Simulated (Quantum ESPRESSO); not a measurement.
# MnS (F-43m) in Quantum ESPRESSO: a series of runs, part 3 of 4

Quantum ESPRESSO 7.5. The steps go on from the part before.

### Step 4. Phonons, revPBE, collinear spin, ferromagnetic start

Contents of pw.in:

```
&CONTROL
  calculation = 'scf'
  prefix = 'pwscf'
  outdir = './tmp'
  pseudo_dir = './pseudo'
  tprnfor = .true.
  tstress = .true.
  disk_io = 'low'
/
&SYSTEM
  ibrav = 0
  nat = 2
  ntyp = 2
  ecutwfc = 45
  ecutrho = 360
  nbnd = 20
  input_dft = 'revpbe'
  occupations = 'smearing'
  smearing = 'mv'
  degauss = 0.01469973
  nspin = 2
  starting_magnetization(1) = 0.2667
  starting_magnetization(2) = 0
/
&ELECTRONS
  conv_thr = 4d-10
  electron_maxstep = 120
  mixing_beta = 0.3
/
ATOMIC_SPECIES
Mn    54.9380 mn_pbe_v1.5.uspp.F.UPF
S     32.0600 s_pbe_v1.4.uspp.F.UPF
CELL_PARAMETERS bohr
   0.0000000000    4.6741684414    4.6741684414
   4.6741684414    0.0000000000    4.6741684414
   4.6741684414    4.6741684414    0.0000000000
ATOMIC_POSITIONS bohr
Mn     0.0000000000    0.0000000000    0.0000000000
S      7.0112526621    7.0112526621    7.0112526621
K_POINTS automatic
6 6 6 0 0 0
```

Contents of relax.in:

```
&CONTROL
  calculation = 'vc-relax'
  prefix = 'pwscf'
  outdir = './tmp'
  pseudo_dir = './pseudo'
  tprnfor = .true.
  tstress = .true.
  disk_io = 'low'
  nstep = 40
  forc_conv_thr = 0.0001
  etot_conv_thr = 1d-06
/
&SYSTEM
  ibrav = 0
  nat = 2
  ntyp = 2
  ecutwfc = 45
  ecutrho = 360
  nbnd = 20
  input_dft = 'revpbe'
  occupations = 'smearing'
  smearing = 'mv'
  degauss = 0.01469973
  nspin = 2
  starting_magnetization(1) = 0.2667
  starting_magnetization(2) = 0
/
&ELECTRONS
  conv_thr = 4d-10
  electron_maxstep = 120
  mixing_beta = 0.3
/
&IONS
  ion_dynamics = 'bfgs'
/
&CELL
  cell_dynamics = 'bfgs'
  press = 0
  press_conv_thr = 0.2
/
ATOMIC_SPECIES
Mn    54.9380 mn_pbe_v1.5.uspp.F.UPF
S     32.0600 s_pbe_v1.4.uspp.F.UPF
CELL_PARAMETERS bohr
   0.0000000000    4.6741684414    4.6741684414
   4.6741684414    0.0000000000    4.6741684414
   4.6741684414    4.6741684414    0.0000000000
ATOMIC_POSITIONS bohr
Mn     0.0000000000    0.0000000000    0.0000000000
S      7.0112526621    7.0112526621    7.0112526621
K_POINTS automatic
6 6 6 0 0 0
```

Contents of scf2.in:

```
&CONTROL
  calculation = 'scf'
  prefix = 'pwscf'
  outdir = './tmp'
  pseudo_dir = './pseudo'
  tprnfor = .true.
  tstress = .true.
  disk_io = 'low'
/
&SYSTEM
  ibrav = 0
  nat = 2
  ntyp = 2
  ecutwfc = 45
  ecutrho = 360
  nbnd = 20
  input_dft = 'revpbe'
  occupations = 'smearing'
  smearing = 'mv'
  degauss = 0.01469973
  nspin = 2
  starting_magnetization(1) = 0.2667
  starting_magnetization(2) = 0
/
&ELECTRONS
  conv_thr = 1d-13
  electron_maxstep = 120
  mixing_beta = 0.3
  startingpot = 'file'
  startingwfc = 'file'
/
ATOMIC_SPECIES
Mn    54.9380 mn_pbe_v1.5.uspp.F.UPF
S     32.0600 s_pbe_v1.4.uspp.F.UPF
CELL_PARAMETERS bohr
   0.0000000000    4.7322224720    4.7322224720
   4.7322224720    0.0000000000    4.7322224720
   4.7322224720    4.7322224720    0.0000000000
ATOMIC_POSITIONS bohr
Mn     0.0000000000    0.0000000000    0.0000000000
S      7.0983337080    7.0983337080    7.0983337080
K_POINTS automatic
6 6 6 0 0 0
```

Contents of ph.in:

```
phonons of MnS
&INPUTPH
  prefix = 'pwscf'
  outdir = './tmp'
  tr2_ph = 1d-18
  fildyn = 'dyn'
  niter_ph = 90
  alpha_mix(1) = 0.4
/
0.0000000000 0.0000000000 0.0000000000
```

Contents of dynmat.in:

```
&INPUT
  fildyn = 'dyn'
  asr = 'crystal'
  filout = 'dynmat.disp'
  fileig = 'dynmat.eig'
/
```

Potentials or basis: GBRV 1.5 PBE.

Command:

```bash
$ OMP_NUM_THREADS=1 mpirun -n 4 pw.x -nk 4 -in pw.in > pw.out
$ OMP_NUM_THREADS=1 mpirun -n 4 pw.x -nk 4 -in relax.in > relax.out
$ OMP_NUM_THREADS=1 mpirun -n 4 pw.x -nk 4 -in scf2.in > scf2.out
$ OMP_NUM_THREADS=1 mpirun -n 4 ph.x -nk 4 -in ph.in > ph.out
$ OMP_NUM_THREADS=1 mpirun -n 1 dynmat.x -in dynmat.in > dynmat.out
```

pw.out:

```text
This program is part of the open-source Quantum ESPRESSO suite
     for quantum simulation of materials; please cite
         "P. Giannozzi et al., J. Phys.:Condens. Matter 21 395502 (2009);
         "P. Giannozzi et al., J. Phys.:Condens. Matter 29 465901 (2017);
         "P. Giannozzi et al., J. Chem. Phys. 152 154105 (2020);
     in publications or presentations arising from this work. More details at

     IMPORTANT: XC functional enforced from input :
     Exchange-correlation= REVPBE
                           (   1   4   4   4   0   0   0)
     Any further DFT definition will be discarded
     Please, verify this is what you really want

     Message from routine setup:
     using ibrav=0 with symmetry is DISCOURAGED, use correct ibrav instead

     K-points division:     npool     =       4
     Subspace diagonalization in iterative solution of the eigenvalue problem:
     a serial algorithm will be used

[... 747 lines left out ...]
    20.5502  23.1564  25.2724  27.9277

          k = 0.4714 0.0000-0.0000 (  1030 PWs)   bands (ev):
[... 37 lines left out ...]
   -66.9889 -35.8204 -35.8108 -35.8075  -1.8578   5.5721   6.9337   7.5943
    10.0757  11.0366  11.8662  12.3267  13.1105  18.2682  19.8588  22.1192
    22.8912  27.0534  28.0630  28.3746

     the Fermi energy is    11.7497 ev

!    total energy              =    -235.40162685 Ry
     estimated scf accuracy    <          4.8E-11 Ry
     smearing contrib. (-TS)   =       0.00113790 Ry
     internal energy E=F+TS    =    -235.40276475 Ry

     The total energy is F=E-TS. E is the sum of the following terms:
     one-electron contribution =    -131.63730979 Ry
     hartree contribution      =      74.87143656 Ry
     xc contribution           =     -35.18918605 Ry
     ewald contribution        =    -143.44770549 Ry

     total magnetization       =     0.38 Bohr mag/cell
     absolute magnetization    =     0.41 Bohr mag/cell

     convergence has been achieved in  48 iterations

     Forces acting on atoms (cartesian axes, Ry/au):

     atom    1 type  1   force =     0.00000000    0.00000000    0.00000000
     atom    2 type  2   force =     0.00000000    0.00000000    0.00000000

     Total force =     0.000000     Total SCF correction =     0.000000

     Computing stress (Cartesian axis) and pressure

          total   stress  (Ry/bohr**3)                   (kbar)     P=       49.60
   0.00033715  -0.00000000  -0.00000000           49.60       -0.00       -0.00
  -0.00000000   0.00033715  -0.00000000           -0.00       49.60       -0.00
  -0.00000000  -0.00000000   0.00033715           -0.00       -0.00       49.60

=------------------------------------------------------------------------------=
   JOB DONE.
=------------------------------------------------------------------------------=
```

relax.out:

```text
This program is part of the open-source Quantum ESPRESSO suite
     for quantum simulation of materials; please cite
         "P. Giannozzi et al., J. Phys.:Condens. Matter 21 395502 (2009);
         "P. Giannozzi et al., J. Phys.:Condens. Matter 29 465901 (2017);
         "P. Giannozzi et al., J. Chem. Phys. 152 154105 (2020);
[... 560 lines left out ...]
   0.00000000  -0.00000510  -0.00000000            0.00       -0.75       -0.00
   0.00000000   0.00000000  -0.00000510            0.00        0.00       -0.75

=------------------------------------------------------------------------------=
   JOB DONE.
=------------------------------------------------------------------------------=
```

It took 2.7 min on 4 MPI ranks of Arm Neoverse V2, shared host; peak memory 0.8 GiB.

What came out:

```yaml
Free_energy: -3202.8198 eV
Relaxed_volume: 15.70 Å³/atom
Relaxed_cell: a = 3.541 Å, b = 3.541 Å, c = 3.541 Å, α = 60.00°, β = 60.00°, γ = 60.00°
Space_group_after_relaxing_to_0.05_Å: F-43m (No. 216)
Pressure_after_relaxing: -0.1 GPa
Band_gap_on_the_k_mesh: none (metal or under the smearing width)
Net_moment: 0.42 μB per cell
Absolute_moment: 0.45 μB per cell
Site_moments: Mn +0.36; S -0.01 μB
Valence_electrons_inside_the_program's_atomic_spheres: Mn 12.64; S 3.46
Highest_phonon_frequency_at_Γ: 417 cm⁻¹
```

Step by step:
```tsv
step	energy change (eV)	largest force (eV/Å)	pressure (GPa)	volume (Å³)
1	0.0000	0.0000	4.96	30.27
2	-0.0154	0.0000	1.49	31.04
3	-0.0171	0.0000	0.11	31.38
4	-0.0171	0.0000	0.00	31.41
```

Final structure:
```yaml
crystal:
  lattice:
    - [0.00000, 2.50418, 2.50418]
    - [2.50418, 0.00000, 2.50418]
    - [2.50418, 2.50418, 0.00000]
  atoms:
    - { symbol: Mn, position: [0.00000, 0.00000, 0.00000] }
    - { symbol: S, position: [0.75000, 0.75000, 0.75000] }
```

Levels at points of the mesh, in eV from the Fermi level:
Spin up:
```
             k point  band 7  band 8  band 9  band 10  band 11  band 12  band 13  band 14  band 15  band 16
  (0.00, 0.00, 0.00)   -4.65   -4.65   -0.99    -0.99     3.38     3.38     3.38     3.57     7.67     7.67
 (0.00, 0.00, -0.50)   -4.39   -4.39   -0.73    -0.73    -0.43     1.71     1.71     5.33     8.32     8.32
(0.00, -0.50, -0.50)   -4.05   -4.05   -1.67    -0.41    -0.39     0.13     0.13     5.24     6.58    12.71
```
Spin down:
```csv
k point,band 7,band 8,band 9,band 10,band 11,band 12,band 13,band 14
"(0.00, 0.00, 0.00)",-4.56,-4.56,-0.50,-0.50,3.55,3.55,3.55,3.63
"(0.00, 0.00, -0.50)",-4.29,-4.29,-0.28,-0.28,-0.19,1.91,1.91,5.40
"(0.00, -0.50, -0.50)",-4.00,-4.00,-1.49,-0.01,0.15,0.36,0.36,5.40
```

Phonon frequencies in cm⁻¹ (negative: imaginary):
```
              q point           frequencies
(0.000, 0.000, 0.000)  -3 -3 -3 417 417 417
```

Optical modes at Γ, degenerate ones joined:
```
cm⁻¹  components  symmetry     active in
 417           3        T2  IR and Raman
```

Caveat: the k mesh is coarse (spacing up to 0.37 Å⁻¹), so the values aren't converged; the mesh is thin for the phonons of a metal; the potentials were made for another functional, which shifts forces and pressure; the moment fell far below its start of 4 μB, so a state of higher moment may lie lower in energy; a cell with one magnetic atom can't hold antiferromagnetic order, which such compounds often take; semilocal functionals often make such compounds metallic where correlation or magnetic order opens a gap, which also shifts bond lengths. With open d or f shells a metallic result of revPBE can be an artefact of self-interaction; +U or a hybrid may open a gap.

(Continued in part 4 of 4.)
